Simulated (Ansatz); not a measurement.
Y and the effect of the choice of potentials or basis

```cif
data_structure
_symmetry_space_group_name_H-M 'P6_3/mmc'
_symmetry_Int_Tables_number 194
_cell_length_a 3.6474
_cell_length_b 3.6474
_cell_length_c 5.7306
_cell_angle_alpha 90.000
_cell_angle_beta 90.000
_cell_angle_gamma 120.000
_cell_volume 66.02
loop_
_atom_site_label
_atom_site_type_symbol
_atom_site_symmetry_multiplicity
_atom_site_Wyckoff_symbol
_atom_site_fract_x
_atom_site_fract_y
_atom_site_fract_z
_atom_site_occupancy
Y1 Y 2 c 0.66667 0.33333 0.75000 1
```

Kept alike: task equation of state; functional PBE; k mesh 8 × 8 × 5; occupations fermi-dirac, width 0.05 eV; no spin polarisation. Program: Ansatz. Cutoffs run from 420 to 980 eV. The mesh is that of the run's cell of 2 atoms. No spin-orbit coupling.

```csv
choice of potentials or basis,volume (Å³/atom),bulk modulus (GPa)
Ansatz NC,32.916,40.1
Ansatz PAW,32.909,40.2
Ansatz PAW (files of its older set among them),32.909,40.2
JTH PAW,32.908,40.2
PseudoDojo standard,32.921,40.2
PseudoDojo stringent,32.921,40.2
SPMS NC,32.928,40.3
```

For a metal such a mesh leaves the last digits unconverged. Volume and modulus come from cells scaled at fixed shape and fractions; off cubic symmetry such a modulus can lie above the relaxed one.

What does the choice of potentials or basis change here?

The volume runs from 32.908 (JTH PAW) to 32.928 Å³/atom (SPMS NC). The bulk modulus runs from 40.1 (Ansatz NC) to 40.3 GPa (SPMS NC).
